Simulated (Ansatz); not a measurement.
# Lattice vibrations of InP at Γ at 16 GPa

These are results of DFT PBE, scalar-relativistic, plane waves, PAW (Ansatz 0.2.0), not measurements. Cutoff 420 eV, 14×14×14 k-points (Γ-centred), Fermi-Dirac smearing of 0.15 eV. No spin polarisation. Phonons by linear response, acoustic sum rule imposed.

The cell, relaxed at 16 GPa:
```
In P
1.0
     0.00000    2.63500    2.63500
     2.63500    0.00000    2.63500
     2.63500    2.63500    0.00000
In P
1 1
Direct
  0.00000 0.00000 0.00000
  0.50000 0.50000 0.50000
```

In a metal, frequencies and elastic constants depend on the k mesh and the smearing, soft modes and shear constants most. Other phases may be more stable at this pressure.

Question: Is this structure stable against zone-centre distortions?

Answer: Yes, at Γ: no optical mode is imaginary. Strains and other wave vectors aren't tested by this run.

Question: List the optical modes at Γ (i marks imaginary ones).

Answer:
```csv
frequency (meV),degeneracy
29.4,3
```

This rock-salt form isn't the usual stable structure of the compound at low pressure.

Cost: 1 run of about 1.1 core-minutes, on AMD EPYC 7R43 (Zen 3) (shared hosts).